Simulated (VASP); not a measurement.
A run of VASP 6.6.1 is set up as follows.

INCAR

```
PREC = Accurate ; ENCUT = 520
EDIFF = 1E-6 ; ISMEAR = 0
SIGMA = 0.02 ; LREAL = F
LASPH = T ; NELM = 60
ALGO = Fast ; ISIF = 2
LWAVE = F ; LCHARG = T
GGA = PE ; LELF = T
LVHAR = T ; NBANDS = 15
```

The input KPOINTS:

```
regular mesh
0
Gamma
  7 7 7
```

The input POSCAR:

```
BaTe
4.8225
    0.000000000000      0.707102125454      0.707102125454
    0.707102125454      0.000000000000      0.707102125454
    0.707102125454      0.707102125454      0.000000000000
Ba Te
1 1
Direct
    0.0000000000      0.0000000000      0.0000000000
    0.5000000000      0.5000000000      0.5000000000
```

Potentials or basis: VASP PAW PBE potentials, release 64 (Ba_sv, Te).

Command:

```sh
$ cat potpaw_PBE.64/Ba_sv/POTCAR potpaw_PBE.64/Te/POTCAR > POTCAR
$ mpirun -np 1 vasp_std > vasp.out
```

Predict the band gap on the k mesh.

1.38 eV, indirect (least direct gap 1.76 eV).

Predict the pressure.

4.2 GPa.

Caveat: spin-orbit coupling is left out, which moves the levels of the heavy elements; an odd mesh through Γ misses points on the zone boundary, where band edges often lie. Expect the measured gap to be larger: semilocal functionals such as PBE lack the derivative discontinuity.
